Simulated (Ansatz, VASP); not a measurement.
## Cross-check of C between VASP and Ansatz

Aim: how closely do two programs agree when they are given the same cell, functional and k mesh? The cell is taken from a series of runs on this material, whose earlier steps may have relaxed, scaled, displaced or heated it; both programs get it as it stands.

Program: Ansatz 0.2.0. Level of theory: plane waves, with VASP 6.6.1 beside it; single point at HSE06 with D3(BJ). Results are calculated unless marked as measured.

### Step 1. The structure

It takes space group R-3m (No. 166, trigonal). The conventional cell has a = 2.460 Å, b = 2.460 Å, c = 64.000 Å, α = 90.00°, β = 90.00°, γ = 120.00°. C has 3 C at 1.42 Å nearest. Nearest to C lie 3 C at 1.42 Å. Nearest to C lie 3 C at 1.42 Å.

### Step 2. Ansatz: single point, HSE06 with D3(BJ)

Ansatz runs on its default PAW (the set named soft_2) files.

A single point gives forces, pressure and levels at one fixed geometry, so differences don't come from the geometry; what else differs is listed under the comparison.

input.yaml reads:

```yaml
crystal:
  lattice:
    - [2.46, 0.0, 0.0]
    - [-1.23, 2.1304224933, 0.0]
    - [0.0, -1.4202816622, 21.3333333333]
  atoms:
    - { symbol: C, position: [0.2271328125, 0.454265625, 0.6813984375] }
    - { symbol: C, position: [0.7181796875, 0.436359375, 0.1545390625] }
    - { symbol: C, position: [0.051234375, 0.10246875, 0.153703125] }
    - { symbol: C, position: [0.894078125, 0.78815625, 0.682234375] }
    - { symbol: C, position: [0.9985703125, 0.997140625, 0.9957109375] }
    - { symbol: C, position: [0.9467421875, 0.893484375, 0.8402265625] }
    - { symbol: C, position: [0.3324609375, 0.664921875, 0.9973828125] }
    - { symbol: C, position: [0.6128515625, 0.225703125, 0.8385546875] }
kpoints:
  mp_grid: { grid: [5, 5, 5] }
hamiltonian:
  xc: hse06
  dispersion: d3bj
scf:
  occupations: { method: fixed }
  n_extra_bands: 6
  lower_state_search: "off"
  convergence: { dr2_threshold: 1.0e-09 }
output:
  eigenvalues: true
basis:
  ecutwfc: 650
```

Started as:

```console
> ansatz run input.yaml --threads 20 --pin off --max-ram 73728MiB --backend cpu --events-out ev --progress --plain --runs-dir out
```

Numbers of over 12 decimals in the logs are rounded to 6 here.

The program printed:

```text
scf.n_extra_bands = 6 over 16 filled bands (N_el = 32.0): the run solves 22 bands
Engine: ansatz 0.2.0, aarch64-unknown-linux-gnu
Pseudopotentials: kind: paw
Pseudopotential: C, paw, valence charge 4, recommended cutoff 420 eV (normal), C.paw.azcp
Functional definition: HSE06
  parameter a = 0.25
  parameter omega = 0.11/bohr
  exchange = pbe_x - a*pbe_x_sr(omega) + a*exact_x_sr(omega)
  correlation = pbe_c
davidson cushion auto → on  (no smearing: the cushion is to keep the highest requested band from converging to the state above it; pin scf.eigensolver.cushion to override)
Crystal: 8 atoms, lattice volume = 111.805 Å³
Basis set: ecut = 650 eV, 4181 PW (Γ)
Bands: 22, of which v1, the nominal top of the filled ones, is band 16 counted from 1 (15 counted from 0)
Symmetry: 12 space group operations
Space group: R-3m (ITA 166), of the structure as read, at distance tolerance 4.8e-5 Å
k-points: 19 of 125
Non-local potential: C, projectors of the file, l = 0: 2, l = 1: 2, l = 2: 1
PAW form: soft (Blöchl's): semilocal exchange-correlation on the pseudo side does not see the compensation charge
PAW frozen core: C, regenerated for the run's functional, and the local potential with it (the file was generated under x = pbe(κ = 0.804, μ = 0.219515), c = pbe(β = 0.066725))
PAW one-centre angular grid: C, 110 points (default); XC on 64 Gauss nodes
Initial density: superposition of atomic densities (neutral atoms: chi_scale 0, normalization atom), corrected by the library's trained network
Initial wavefunctions: pseudopotential atomic-orbital guess
Functional: x = pbe(κ = 0.804, μ = 0.219515), c = pbe(β = 0.066725), warm-up for x = pbe(κ = 0.804, μ = 0.219515) + 0.25 (exact − pbe) at short range (hse, ω = 0.207870 Å⁻¹), c = pbe(β = 0.066725); HSE06 as pw.x's `hse` composes it (authors' and Libxc's form: `xc: wpbeh`)
SCF iter   1: F=—  HF=-2008.369203 eV  |F-HF|=—  |Δ(HF+E_count)|=         —  Δρ=2.71e-3  dr2=8.22e-3  ethr=1.77e-3  ⟨swp⟩=10.8  Hψ=2360  notcnv=0
preconditioner: auto → none  [insulator: Δε(μ)=2.551 eV  Ē_g=14.511 eV  n_scr=14 (ndim 8)  ℏωp=19.9 eV  f_vac=0.371]
SCF iter   2: F=—  HF=-2008.368565 eV  |F-HF|=—  |Δ(HF+E_count)|=   6.38e-4  Δρ=1.15e-3  dr2=1.08e-3  ethr=2.57e-5  ⟨swp⟩=5.4  Hψ=1378  notcnv=0  defer=15
SCF iter   3: F=-2008.368875 eV  HF=-2008.368834 eV  |F-HF|=4.10e-5  |Δ(HF+E_count)|=   2.69e-4  Δρ=5.23e-4  dr2=3.12e-4  ethr=3.39e-6  ⟨swp⟩=5.2  Hψ=1334  notcnv=0  defer=10
SCF 1 stopped early in 3 iterations: F = -2008.368875 eV  dr2 = 3.12e-4
  greatest PAW one-centre occupation: 0.674 electrons in one spin orbital (limit 2), on the C atom at site 5 (counted from 0), in its partial waves of l = 0
Initial density: handed on by an earlier stage of this run
Initial wavefunctions: those handed on with the density
Functional: x = pbe(κ = 0.804, μ = 0.219515) + 0.25 (exact − pbe) at short range (hse, ω = 0.207870 Å⁻¹), c = pbe(β = 0.066725); HSE06 as pw.x's `hse` composes it (authors' and Libxc's form: `xc: wpbeh`)
Exchange kernel: α = 0.2500, screened, ω = 0.2079 Å⁻¹, Wigner–Seitz truncation, v(0) = 994.8341 eV·Å³, q-mesh 5×5×5, nearest image of the exchange supercell L = 12.30 Å, pair-density grid 18×18×180, without the augmentation charges, whose exchange is taken in its separable form by FFT convolution over the k-point mesh (the finest that the files' search goes to), smooth part of the exact exchange by density-matrix convolution
Frozen-core exchange: fock
SCF iter   1: F=—  HF=-2008.420507 eV  |F-HF|=—  |Δ(HF+E_count)|=         —  Δρ=6.87e-3  dr2=2.73e-2  ethr=9.75e-6  ⟨swp⟩=8.9  Hψ=2111  notcnv=0
preconditioner: auto → none  [insulator: Δε(μ)=3.148 eV  Ē_g=16.433 eV  n_scr=14 (ndim 8)  ℏωp=19.9 eV  f_vac=0.371]
SCF iter   2: F=—  HF=-2008.409918 eV  |F-HF|=—  |Δ(HF+E_count)|=   1.06e-2  Δρ=2.75e-3  dr2=3.25e-3  ethr=9.75e-6  ⟨swp⟩=4.4  Hψ=1408  notcnv=0
SCF iter   3: F=—  HF=-2008.415889 eV  |F-HF|=—  |Δ(HF+E_count)|=   5.97e-3  Δρ=8.87e-4  dr2=4.67e-4  ethr=9.16e-6  ⟨swp⟩=4.4  Hψ=1280  notcnv=0  defer=8
SCF iter   4: F=—  HF=-2008.415759 eV  |F-HF|=—  |Δ(HF+E_count)|=   1.29e-4  Δρ=1.94e-4  dr2=8.88e-5  ethr=1.44e-6  ⟨swp⟩=4.9  Hψ=1313  notcnv=0  defer=1
iter 5 solved again at ethr=1.61e-8 eV; its pass at ethr=2.55e-7 eV (dr2=5.14e-6 eV) is discarded
SCF iter   5: F=—  HF=-2008.415736 eV  |F-HF|=—  |Δ(HF+E_count)|=   2.33e-5  Δρ=1.02e-4  dr2=1.14e-5  ethr=1.61e-8  ⟨swp⟩=2.9  Hψ=2175  notcnv=0  defer=3
SCF iter   6: F=-2008.415810 eV  HF=-2008.415814 eV  |F-HF|=3.96e-6  |Δ(HF+E_count)|=   7.80e-5  Δρ=8.78e-5  dr2=5.84e-6  ethr=1.60e-8  ⟨swp⟩=5.4  Hψ=1529  notcnv=0  defer=12
SCF 2 stopped early in 6 iterations: F = -2008.415810 eV  dr2 = 5.84e-6
  greatest PAW one-centre occupation: 0.677 electrons in one spin orbital (limit 2), on the C atom at site 5 (counted from 0), in its partial waves of l = 0
hybrid outer 1: dexx = +7.880e-3 eV, tail = 2.29e-5 eV
Exchange kernel: α = 0.2500, screened, ω = 0.2079 Å⁻¹, Wigner–Seitz truncation, v(0) = 994.8341 eV·Å³, q-mesh 5×5×5, nearest image of the exchange supercell L = 12.30 Å, pair-density grid 18×18×180, without the augmentation charges, whose exchange is taken in its separable form by FFT convolution over the k-point mesh (the finest that the files' search goes to), smooth part of the exact exchange by density-matrix convolution
Frozen-core exchange: fock
SCF iter   1: F=—  HF=-2008.415815 eV  |F-HF|=—  |Δ(HF+E_count)|=         —  Δρ=2.75e-5  dr2=5.99e-7  ethr=3.58e-7  ⟨swp⟩=4.5  Hψ=1056  notcnv=0
preconditioner: auto → none  [insulator: Δε(μ)=3.151 eV  Ē_g=16.476 eV  n_scr=14 (ndim 8)  ℏωp=19.9 eV  f_vac=0.370]
SCF iter   2: F=—  HF=-2008.415815 eV  |F-HF|=—  |Δ(HF+E_count)|=   3.40e-8  Δρ=1.11e-5  dr2=8.86e-8  ethr=1.80e-9  ⟨swp⟩=4.7  Hψ=1476  notcnv=0  defer=6
SCF iter   3: F=—  HF=-2008.415815 eV  |F-HF|=—  |Δ(HF+E_count)|=   9.90e-9  Δρ=5.16e-6  dr2=4.52e-8  ethr=2.11e-10  ⟨swp⟩=4.3  Hψ=1171  notcnv=0  defer=4
SCF iter   4: F=—  HF=-2008.415815 eV  |F-HF|=—  |Δ(HF+E_count)|=   2.39e-7  Δρ=5.52e-6  dr2=3.86e-8  ethr=2.93e-11  ⟨swp⟩=5.8  Hψ=1701  notcnv=0  defer=27
SCF iter   5: F=—  HF=-2008.415815 eV  |F-HF|=—  |Δ(HF+E_count)|=   9.31e-9  Δρ=1.58e-6  dr2=1.10e-8  ethr=2.93e-11  ⟨swp⟩=4.4  Hψ=1426  notcnv=0  defer=6
iter 6 solved again at ethr=1.00e-12 eV; its pass at ethr=2.93e-11 eV (dr2=4.66e-11 eV) is discarded
SCF iter   6: F=-2008.415815 eV  HF=-2008.415815 eV  |F-HF|=2.55e-11  |Δ(HF+E_count)|=   2.81e-9  Δρ=2.42e-7  dr2=5.20e-10  ethr=1.00e-12  ⟨swp⟩=4.0  Hψ=2146  notcnv=0
eigensolver tolerance schedule: the retry pair's looser diagonalisation over-reported the residual by 0.11 of it (diagonalisation noise at 0.12 of the residual, at the tolerance the schedule requests for it); recorded, not acted on — ethr = c·dr2/N_el stays at c = 1.0e-1
SCF 3 converged in 6 iterations: F = -2008.415815 eV  dr2 = 5.20e-10
hybrid outer 2: dexx = +2.882e-7 eV, tail = 3.03e-9 eV, Δε = 2.83e-3 eV (about 4.31e-5 eV left of the loop's levels)
hybrid SCF converged: 2 outer / 12 inner (+3 warm-up), last move |dexx| = 2.88e-7 eV, tail = 3.03e-9 eV
Stability not checked: this state was not tested for a lower state beside it, because the functional holds exact exchange (a hybrid, or Hartree-Fock), whose exchange loop this test does not read (fock_operator; see scf.lower_state_search)
Free energy (F): -2008.415815 eV
Frozen-core exchange: fock
Harris-Foulkes:  -2008.415815 eV  (|F-HF|=2.55e-11)
Internal energy: -2008.415815 eV  (E = F + TS)
E sigma→0 (E₀):  -2008.415815 eV
Fermi energy:    1.201383 eV
--- Per-component energies (eV) ---
  E_band       = -250.154128
  E_kinetic    = 726.196767
  E_local      = -10621.701637  (includes V_loc(G=0)·N_el)
  E_nonlocal   = 214.722050
  E_hartree    = 5002.686231
  E_xc         = -310.873485
  E_vxc        = -381.085010  (∫ρ·V_xc dr)
  E_exx        = -71.935760  (= α·E_x^exact, valence–valence)
  E_paw        = -795.559555  (= ΣΔE_a)
  E_vpaw       = -49.787494  (= ΣTr[D̂ρ^β])
  E_aug_tail   = 0.000009  (compensation charges beyond the density's cutoff)
  E_ewald      = 3849.183741
  E_disp       = -0.996431  (pairwise vdW)
  E_core_change = -0.137746  (= ΣΔE_core)
  E_smearing   = -0.000000  (= −TS)
  E_closure    = 0.000000  (closes the sum)
  Σ components = -2008.415815   (vs F -2008.415815, Δ=4.55e-13)
--- Band table (eV; the first three rows and the last of 19) ---
  k-point 0: bands = [... 12 lower, -1.1921, -1.1921, -1.1915, -1.1915, 6.4565, 6.8368, 7.8635, 9.1461, ... 2 higher]
  k-point 1: bands = [... 12 lower, -1.1921, -1.1921, -1.1915, -1.1915, 6.4722, 6.7991, 7.9532, 8.9042, ... 2 higher]
  k-point 2: bands = [... 12 lower, -1.1921, -1.1921, -1.1915, -1.1915, 6.5055, 6.7342, 8.1736, 8.5561, ... 2 higher]
  k-point 18: bands = [... 12 lower, 0.5594, 0.8315, 1.0597, 1.2014, 4.3518, 4.4169, 4.4605, 4.5359, ... 2 higher]
```

In the SCF lines HF is the Harris–Foulkes energy and dr2 the Hartree energy of the density residual, in eV; the loop may stop once dr2 is under the threshold and the program's other checks hold. Hψ counts applications of the Hamiltonian.

### Step 3. VASP: single point, HSE06 with D3(BJ)

The same cell, functional and mesh now go to VASP, with its own data sets.

Lines of VASP's logs that name or quote its potential files are left out, and so is its time.

The run reads the wave functions of an earlier VASP run, which isn't shown here.

INCAR reads:

```
SYSTEM = C
PREC = Accurate
ENCUT = 520
EDIFF = 1E-06
NELM = 100
ISMEAR = 0
SIGMA = 0.01
LREAL = .FALSE.
ALGO = Normal
LHFCALC = .TRUE.
AEXX = 0.25
GGA = PE
HFSCREEN = 0.208
IVDW = 12
VDW_S6 = 1
VDW_S8 = 2.31
VDW_A1 = 0.383
VDW_A2 = 5.685
LASPH = .TRUE.
NBANDS = 24
PRECFOCK = Fast
LORBIT = 11
LWAVE = .FALSE.
LCHARG = .FALSE.
KPAR = 8
ISIF = 2
```

POSCAR reads:

```
C
1.0
    2.4600000000      0.0000000000      0.0000000000
   -1.2300000000      2.1304224933      0.0000000000
    0.0000000000     -1.4202816622     21.3333333333
C
8
Direct
    0.2271328125      0.4542656250      0.6813984375
    0.7181796875      0.4363593750      0.1545390625
    0.0512343750      0.1024687500      0.1537031250
    0.8940781250      0.7881562500      0.6822343750
    0.9985703125      0.9971406250      0.9957109375
    0.9467421875      0.8934843750      0.8402265625
    0.3324609375      0.6649218750      0.9973828125
    0.6128515625      0.2257031250      0.8385546875
```

KPOINTS reads:

```
Automatic mesh
0
Gamma
5 5 5
0 0 0
```

Potentials, in the order of the species: C (PBE family, release 64).

Started as:

```console
> mpirun -np 8 vasp_std
```

The program printed:

```text
[banner, memory and clock lines left out]
running    8 mpi-ranks, on    1 nodes
 distrk:  each k-point on    1 cores,    8 groups
 distr:  one band on    1 cores,    1 groups

 POSCAR found type information on POSCAR C
 POSCAR found :  1 types and       8 ions
|                                                                             |
|           W    W    AA    RRRRR   N    N  II  N    N   GGGG   !!!           |
|           W    W   A  A   R    R  NN   N  II  NN   N  G    G  !!!           |
|           W    W  A    A  R    R  N N  N  II  N N  N  G       !!!           |
|           W WW W  AAAAAA  RRRRR   N  N N  II  N  N N  G  GGG   !            |
|           WW  WW  A    A  R   R   N   NN  II  N   NN  G    G                |
|           W    W  A    A  R    R  N    N  II  N    N   GGGG   !!!           |
|                                                                             |
|     For optimal performance we recommend to set                             |
|       NCORE = 2 up to number-of-cores-per-socket                            |
|     NCORE specifies how many cores store one orbital (NPAR=cpu/NCORE).      |
|     This setting can greatly improve the performance of VASP for DFT.       |
|     The default, NCORE=1 might be grossly inefficient on modern             |
|     multi-core architectures or massively parallel machines. Do your        |
|     Unfortunately you need to use the default for GW and RPA                |
|     calculations (for HF NCORE is supported but not extensively tested      |
|     yet).                                                                   |
|                                                                             |

 LDA part: xc-table for (Slater+PW92), standard interpolation
 found WAVECAR, reading the header
 POSCAR, INCAR and KPOINTS ok, starting setup
 FFT: planning ... GRIDC
 FFT: planning ... GRID_SOFT
 FFT: planning ... GRID
 reading WAVECAR
 the WAVECAR file was read successfully
 initial charge from wavefunction
 entering main loop
       N       E                     dE             d eps       ncg     rms          rms(c)
DAV:   1    -0.845194577433E+02   -0.84519E+02   -0.98174E-01  1072   0.651E+00    0.142E+00
DAV:   2    -0.845194006860E+02    0.57057E-04   -0.13825E-02  1168   0.706E-01    0.891E-01
DAV:   3    -0.845163945352E+02    0.30062E-02   -0.26601E-03  1120   0.301E-01    0.489E-01
DAV:   4    -0.845156460390E+02    0.74850E-03   -0.94337E-04  1192   0.180E-01    0.256E-01
DAV:   5    -0.845154678008E+02    0.17824E-03   -0.21623E-04  1216   0.889E-02    0.134E-01
DAV:   6    -0.845154236910E+02    0.44110E-04   -0.45035E-05  1160   0.417E-02    0.721E-02
DAV:   7    -0.845154139709E+02    0.97200E-05   -0.97800E-06  1176   0.202E-02    0.390E-02
DAV:   8    -0.845154135624E+02    0.40853E-06   -0.22333E-06  1032   0.101E-02
   1 F= -.85511718E+02 E0= -.85511718E+02  d E =-.463796E-65
```

(Part 1 of 2 ends here.)

[Lines on the potential files, build, host, timing and source positions are cut from VASP's logs without a mark.]

[Logs are printed without paths, hosts, clocks, repeated set-up lines and the standing remarks that a program may print on its own settings, such as how far it seeks lower states.]

[Hosts, paths, dates, database ids (printed as entryN), source tags and the programs' standing remarks are cut or masked in the printed files.]
